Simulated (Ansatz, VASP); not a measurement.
AlNi3 in VASP and in Ansatz

Contents of INCAR:

```
ALGO = Normal
EDIFF = 1E-7
ENCUT = 520
GGA = PE
ISIF = 2
ISMEAR = 0
ISPIN = 2
LASPH = True
LCHARG = False
LMAXMIX = 4
LORBIT = 11
LREAL = False
LWAVE = False
MAGMOM = 0 0.5 0.5 0.5
NBANDS = 28
NELM = 150
PREC = Accurate
SIGMA = 0.05
```

Contents of KPOINTS:

```
k-points
0
Gamma
  16 16 16
```

File POSCAR:

```
AlNi3
1.0
    3.5680000000      0.0000000000      0.0000000000
    0.0000000000      3.5680000000      0.0000000000
    0.0000000000      0.0000000000      3.5680000000
Al Ni
1 3
Direct
    0.0000000000      0.0000000000      0.0000000000
    0.0000000000      0.5000000000      0.5000000000
    0.5000000000      0.0000000000      0.5000000000
    0.5000000000      0.5000000000      0.0000000000
```

Input for Ansatz:

```yaml
crystal:
  lattice:
    - [3.568, 0.0, 0.0]
    - [0.0, 3.568, 0.0]
    - [0.0, 0.0, 3.568]
  atoms:
    - { symbol: Al, position: [0.0, 0.0, 0.0] }
    - { symbol: Ni, position: [0.0, 0.5, 0.5], spin: 0.5 }
    - { symbol: Ni, position: [0.5, 0.0, 0.5], spin: 0.5 }
    - { symbol: Ni, position: [0.5, 0.5, 0.0], spin: 0.5 }
magnetization:
  spin_polarized: true
scf:
  occupations: { method: gaussian, width: 0.05 }
output:
  forces: true
  stress: true
  populations: true
hamiltonian:
  xc: pbe
kpoints:
  mp_grid: { grid: [16, 16, 16] }
```

Alike in both runs: task single point; functional PBE; k mesh 16 × 16 × 16; occupations gaussian, width 0.05 eV; collinear spin.

|  | VASP | Ansatz |
| --- | --- | --- |
| version | VASP 6.6.1 | Ansatz 0.2.0 |
| potentials or method | VASP PAW PBE potentials, release 64 (Al, Ni) | scalar-relativistic, plane waves, PAW |
| plane-wave cutoff (eV) | 520 | 420 |
| valence electrons in the cell | 33 | 57 |

|  | VASP | Ansatz | Ansatz less VASP |
| --- | --- | --- | --- |
| gap on the k mesh at the Fermi level (eV) | none | none | - |
| pressure (GPa) | -0.2 | -0.2 | -0.04 |
| net moment per atom (μB) | 0.18 | 0.19 | +0.007 |
| size of the moment on the site where the two differ most (μB) | 0.26 | 0.28 | +0.021 |

Site moments also hang on the region over which each program counts them. A gap of «none» marks a metal or a gap that the smearing closes. With one functional, cell and mesh, what is left measures potentials, basis and numerics. The two sets of potentials don't hold the same shells in valence.
